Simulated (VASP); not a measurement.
# Bi2TeSe2 (R3m) in VASP: single point with PBEsol

Aim: the single point of Bi2TeSe2 with PBEsol.

Program: VASP 6.6.1. These are calculated values, not measurements. Logs are shortened: lines on timing, memory, paths and dates and some standing lists are left out, and cuts for length are marked.

### 1 The crystal as given

It takes space group R3m (No. 160, trigonal). Conventional cell: a = 4.244 Å, b = 4.244 Å, c = 30.739 Å, α = 90.00°, β = 90.00°, γ = 120.00°. Around Bi (site symmetry 3m) lie 3 Te at 3.03 Å and 3 Se at 3.12 Å. Bi (site symmetry 3m) is surrounded by 6 Se at 2.88 to 3.09 Å. Te (site symmetry 3m) has 3 Bi at 3.03 Å as nearest neighbours. Around Se (site symmetry 3m) lie 6 Bi at 3.09 to 3.12 Å. Se (site symmetry 3m) is surrounded by 3 Bi at 2.88 Å.

The cell comes from a database or a generator and needn't be the stable form of this composition.

### 2 Single point, PBEsol

File INCAR:

```
SYSTEM = Bi2TeSe2
PREC = Accurate
ENCUT = 520
EDIFF = 1E-6
ISMEAR = 0
SIGMA = 0.05
LREAL = .FALSE.
LASPH = .TRUE.
NELM = 100
ALGO = Fast
ISIF = 2
LWAVE = .FALSE.
LCHARG = .FALSE.
GGA = PS
NBANDS = 32
```

File KPOINTS:

```
regular mesh
0
G
  9 9 9
  0 0 0
```

File POSCAR:

```
Bi2TeSe2
1.0
    2.1218105610      1.2250278986     10.2464875018
   -2.1218105610      1.2250278986     10.2464875018
    0.0000000000     -2.4500557971     10.2464875018
Bi Te Se
2 1 2
Direct
    0.6065124400      0.6065124400      0.6065124400
    0.3967909400      0.3967909400      0.3967909400
    0.2149592200      0.2149592200      0.2149592200
    0.0024255800      0.0024255800      0.0024255800
    0.7793118300      0.7793118300      0.7793118300
```

Potentials or basis: VASP PAW PBE potentials, release 64 (Bi_d, Te, Se).

Command:

```
$ cat potpaw_PBE.64/Bi_d/POTCAR potpaw_PBE.64/Te/POTCAR potpaw_PBE.64/Se/POTCAR > POTCAR
$ mpirun -np 1 vasp_std > vasp.out
```

OUTCAR:

```text
SYSTEM = Bi2TeSe2
   PREC = Accurate
   ENCUT = 520
   EDIFF = 1E-6
   ISMEAR = 0
   LREAL = .FALSE.
   LASPH = .TRUE.
   NELM = 100
   ISIF = 2
   GGA = PS

 ion  position               nearest neighbor table
   1  0.607  0.607  0.607-   3 3.03   3 3.03   3 3.03   4 3.12   4 3.12   4 3.12
   2  0.397  0.397  0.397-   5 2.88   5 2.88   5 2.88   4 3.09   4 3.09   4 3.09
   3  0.215  0.215  0.215-   1 3.03   1 3.03   1 3.03
   4  0.002  0.002  0.002-   2 3.09   2 3.09   2 3.09   1 3.12   1 3.12   1 3.12
   5  0.779  0.779  0.779-   2 2.88   2 2.88   2 2.88

  LATTYP: Found a trigonal (rhomboedric) cell.
 ALAT       =    10.5353348088
 COS(alpha) =     0.9188765288

  Lattice vectors:

 A1 = (   2.1218105610,   1.2250278986,  10.2464875018)
 A2 = (  -2.1218105610,   1.2250278986,  10.2464875018)
 A3 = (   0.0000000000,  -2.4500557971,  10.2464875018)

Analysis of symmetry for initial positions (statically):
=====================================================================
 Subroutine PRICEL returns:
 Original cell was already a primitive cell.

 Routine SETGRP: Setting up the symmetry group for a
 trigonal (rhombohedral) supercell.

 Subroutine GETGRP returns: Found  6 space group operations
 (whereof  6 operations were pure point group operations)
 out of a pool of 12 trial point group operations.

The static configuration has the point symmetry C_3v.

Analysis of symmetry for dynamics (positions and initial velocities):
=====================================================================
 Subroutine PRICEL returns:
 Original cell was already a primitive cell.

 Routine SETGRP: Setting up the symmetry group for a
 trigonal (rhombohedral) supercell.

 Subroutine GETGRP returns: Found  6 space group operations
 (whereof  6 operations were pure point group operations)
 out of a pool of 12 trial point group operations.

The dynamic configuration has the point symmetry C_3v.

 Subroutine INISYM returns: Found  6 space group operations
 (whereof  6 operations are pure point group operations),
 and found     1 'primitive' translations

----------------------------------------------------------------------------------------

                                     Primitive cell

  volume of cell :     159.8008

  direct lattice vectors                    reciprocal lattice vectors
     2.121810561  1.225027899 10.246487502     0.235647804  0.136051323  0.032531473
    -2.121810561  1.225027899 10.246487502    -0.235647804  0.136051323  0.032531473
     0.000000000 -2.450055797 10.246487502     0.000000000 -0.272102647  0.032531473

  length of vectors
    10.535334809 10.535334809 10.535334809     0.274040411  0.274040411  0.274040411

  position of ions in fractional coordinates (direct lattice)
     0.606512440  0.606512440  0.606512440
     0.396790940  0.396790940  0.396790940
     0.214959220  0.214959220  0.214959220
     0.002425580  0.002425580  0.002425580
     0.779311830  0.779311830  0.779311830

  ion indices of the primitive-cell ions
   primitive index   ion index
                 1           1
                 2           2
                 3           3
                 4           4
                 5           5

----------------------------------------------------------------------------------------

 KPOINTS: regular mesh

Automatic generation of k-mesh.
 Grid dimensions read from file:
 generate k-points for:    9    9    9

 Generating k-lattice:

  Cartesian coordinates                     Fractional coordinates (reciprocal lattice)
     0.026183089  0.015116814  0.003614608     0.111111111  0.000000000  0.000000000
    -0.026183089  0.015116814  0.003614608     0.000000000  0.111111111  0.000000000
     0.000000000 -0.030233627  0.003614608    -0.000000000 -0.000000000  0.111111111

  Length of vectors
     0.030448935  0.030448935  0.030448935

  Shift w.r.t. Gamma in fractional coordinates (k-lattice)
     0.000000000  0.000000000  0.000000000

 Subroutine IBZKPT returns following result:
 ===========================================

 Found     85 irreducible k-points:

 Following reciprocal coordinates:
            Coordinates               Weight
  0.000000  0.000000  0.000000      1.000000
  0.111111 -0.000000  0.000000      6.000000
  0.222222 -0.000000  0.000000      6.000000
  0.333333 -0.000000  0.000000      6.000000
  0.444444 -0.000000  0.000000      6.000000
  0.111111  0.111111 -0.000000      6.000000
[... 16 lines left out ...]
 -0.333333  0.333333  0.000000      6.000000
  0.444444  0.444444 -0.000000      6.000000
 [... further k-points ...]
   k-points           NKPTS =     85   k-points in BZ     NKDIM =     85   number of bands    NBANDS=     32
   number of dos      NEDOS =    301   number of ions     NIONS =      5
   total plane-waves  NPLWV = 512000
   dimension x,y,z NGX =    80 NGY =   80 NGZ =   80
   dimension x,y,z NGXF=   160 NGYF=  160 NGZF=  160
   ions per type =               2   1   2
   NGX,Y,Z   is equivalent  to a cutoff of  12.62, 12.62, 12.62 a.u.
   NGXF,Y,Z  is equivalent  to a cutoff of  25.25, 25.25, 25.25 a.u.
 SYSTEM =  Bi2TeSe2
   PREC   = accura    normal or accurate (medium, high low for compatibility)
   ISTART =      0    job   : 0-new  1-cont  2-samecut
   ICHARG =      2    charge: 1-file 2-atom 10-const
   ISPIN  =      1    spin polarized calculation?
   LNONCOLLINEAR =      F non collinear calculations
   LSORBIT =      F    spin-orbit coupling
   LASPH  =      T    aspherical Exc in radial PAW
   ENCUT  =  520.0 eV  38.22 Ry    6.18 a.u.  19.59 19.59 19.59*2*pi/ulx,y,z
   NELM   =    100;   NELMIN=  2; NELMDL= -5     # of ELM steps
   EDIFF  = 0.1E-05   stopping-criterion for ELM
   LREAL  =      F    real-space projection
   EDIFFG = 0.1E-04   stopping-criterion for IOM
   NSW    =      0    number of steps for IOM
   IBRION =     -1    ionic relax: 0-MD 1-quasi-New 2-CG
   NFREE  =      0    steps in history (QN), initial steepest desc. (CG)
   ISIF   =      2    stress and relaxation
   ISYM   =      2    0-nonsym 1-usesym 2-fastsym
   POTIM  = 0.5000    time-step for ionic-motion
   TEBEG  =    0.0;   TEEND  =   0.0 temperature during run
   PSTRESS=    0.0 pullay stress
   NELECT =      48.0000    total number of electrons
   NUPDOWN=      -1.0000    fix difference up-down
   EMIN   =  10.00;   EMAX   =-10.00  energy-range for DOS
   EFERMI =   0.00;   METHOD = LEGACY
   ISMEAR =     0;   SIGMA  =   0.05  broadening in eV -4-tet -1-fermi 0-gaus
   EFERMI_NEDOS =   21; number of points for ismear=-14 and -15
   IALGO  =     68    algorithm
   IMIX   =      4    mixing-type and parameters
     AMIX     =   0.40;   BMIX     =  1.00
     AMIX_MAG =   1.60;   BMIX_MAG =  1.00
  volume/ion in A,a.u.               =      31.96       215.68
  Fermi-wavevector in a.u.,A,eV,Ry     =   1.096383  2.071863 16.354960  1.202056
  Thomas-Fermi vector in A             =   2.232724
   LORBIT       =      0    0 simple, 1 ext, 2 COOP (PROOUT), +10 PAW based schemes
   GGA     = PS    functional components
   LHFCALC =     F    Hartree Fock is set to
   AEXX    =    0.0000 exact exchange contribution
   IVDW    =     0    specifies the selected vdW correction
   LEPSILON=     F    determine dielectric tensor
   LRPA    =     F    only Hartree local field effects (RPA)
 non-spin polarized calculation
 RMM-DIIS sequential band-by-band and
 Gauss-broadening in eV      SIGMA  =   0.05
  energy-cutoff  :      520.00
  volume of cell :      159.80
 maximum number of plane-waves:      4327
   NGX = 39   NGY = 39   NGZ = 39

 number of electron      48.0000001 magnetization

 Free energy of the ion-electron system (eV)
  ---------------------------------------------------
  ext. energy  EPLUGINS =         0.00000000
  ---------------------------------------------------
  free energy    TOTEN  =       -21.45290611 eV

  energy without entropy =      -21.45290611  energy(sigma->0) =      -21.45290611

 E-fermi :   4.5841     XC(G=0):  -9.3030

 val. band max:        4.3296754226   @ k =   0.0000   0.0000   0.0000
 cond. band min:       4.8406841245   @ k =   0.0000   0.0000   0.0000
 fundamental gap:      0.5110087019
 Fermi energy:         4.5840518127

 k-point     1 :       0.0000    0.0000    0.0000
  band No.  band energies     occupation
      1     -18.4021      2.00000
      2     -18.4011      2.00000
      3     -18.4011      2.00000
      4     -18.3899      2.00000
      5     -18.3899      2.00000
      6     -18.3356      2.00000
[... 24 lines left out ...]
     31      10.3049      0.00000
     32      11.0766      0.00000

 k-point     2 :       0.1111   -0.0000    0.0000
  band No.  band energies     occupation
      1     -18.4033      2.00000
      2     -18.4002      2.00000
      3     -18.3993      2.00000
      4     -18.3908      2.00000
      5     -18.3896      2.00000
      6     -18.3365      2.00000
[... 24 lines left out ...]
     31      10.0548      0.00000
     32      10.4505      0.00000

 k-point     3 :       0.2222   -0.0000    0.0000
  band No.  band energies     occupation
      1     -18.4082      2.00000
      2     -18.3974      2.00000
      3     -18.3964      2.00000
      4     -18.3917      2.00000
      5     -18.3870      2.00000
      6     -18.3392      2.00000
[... 24 lines left out ...]
     31       9.2013      0.00000
     32      10.5412      0.00000

 k-point     4 :       0.3333   -0.0000    0.0000
  band No.  band energies     occupation
      1     -18.4143      2.00000
      2     -18.3978      2.00000
      3     -18.3959      2.00000
      4     -18.3887      2.00000
      5     -18.3814      2.00000
      6     -18.3431      2.00000
[... 654 lines left out ...]
     31       9.4753      0.00000
     32      11.1215      0.00000

 k-point    23 :      -0.3333    0.3333    0.0000
  band No.  band energies     occupation
      1     -18.4100      2.00000
      2     -18.4040      2.00000
      3     -18.3894      2.00000
      4     -18.3866      2.00000
      5     -18.3852      2.00000
      6     -18.3359      2.00000
[... 24 lines left out ...]
     31      10.6275      0.00000
     32      11.2325      0.00000

 k-point    24 :       0.4444    0.4444   -0.0000
  band No.  band energies     occupation
      1     -18.4183      2.00000
      2     -18.3990      2.00000
      3     -18.3961      2.00000
      4     -18.3857      2.00000
      5     -18.3771      2.00000
      6     -18.3459      2.00000
[... 24 lines left out ...]
     31       9.3156      0.00000
     32      10.6915      0.00000

 [... further k-points ...]

------------------------ aborting loop because EDIFF is reached ----------------------------------------

  FORCE on cell =-STRESS in cart. coord.  units (eV):
  Direction    XX          YY          ZZ          XY          YZ          ZX
  --------------------------------------------------------------------------------------
  -------------------------------------------------------------------------------------
  Total       -1.4020477     -1.4020477     -1.3677387      0.0000000     -0.0000000      0.0000000
  in kB      -14.0570610    -14.0570610    -13.7130754      0.0000000     -0.0000000      0.0000000
  external PRESSURE =     -13.9423992 kB  Pullay stress =       0.0000000 kB

 VOLUME and BASIS-vectors are now :
 -----------------------------------------------------------------------------
  energy-cutoff  :      520.00
  volume of cell :      159.80
      direct lattice vectors                 reciprocal lattice vectors
     2.121810561  1.225027899 10.246487502     0.235647804  0.136051323  0.032531473
    -2.121810561  1.225027899 10.246487502    -0.235647804  0.136051323  0.032531473
     0.000000000 -2.450055797 10.246487502     0.000000000 -0.272102647  0.032531473

 POSITION                                       TOTAL-FORCE (eV/Angst)
 -----------------------------------------------------------------------------------
      0.00000      0.00000     18.64387         0.000000      0.000000      0.100829
      0.00000      0.00000     12.19714         0.000000     -0.000000     -0.086925
      0.00000      0.00000      6.60773         0.000000      0.000000      0.004318
      0.00000      0.00000      0.07456         0.000000     -0.000000     -0.048517
      0.00000      0.00000     23.95563         0.000000      0.000000      0.030295
 -----------------------------------------------------------------------------------
    total drift:                               -0.000000     -0.000000     -0.000347

  FREE ENERGIE OF THE ION-ELECTRON SYSTEM (eV)
  ---------------------------------------------------
  free  energy   TOTEN  =       -21.4529061122 eV

  energy  without entropy=      -21.4529061122  energy(sigma->0) =      -21.45290611
```

Run time: 41 min. Hardware: 1 thread of Intel Xeon Platinum 8259CL at 2.50GHz (Skylake/Cascade Lake), shared host; peak memory 1.2 GiB.

What came out:

```
Free energy            : -21.4529 eV
Pressure               : -1.4 GPa
Largest force          : 0.101 eV/Å
Band gap on the k mesh : 0.51 eV, direct
```

Forces in eV/Å, atoms in the order of the input:
```
Bi   0.000  0.000  0.101
Bi   0.000  0.000 -0.087
Te   0.000  0.000  0.004
Se   0.000  0.000 -0.049
Se   0.000  0.000  0.030
```

Levels at points of the mesh, in eV from the valence-band top:
```
           k point  band 21  band 22  band 23  band 24  band 25  band 26  band 27  band 28
(0.00, 0.00, 0.00)    -1.27    -0.55    -0.55     0.00     0.51     1.59     1.59     2.31
```

Caveat: the PAW data sets were made with another functional, which shifts forces and pressure a little; spin-orbit coupling is left out, which as a rule narrows the gap of such compounds by several tenths of an eV; an odd mesh through Γ misses points on the zone boundary, where band edges often lie.
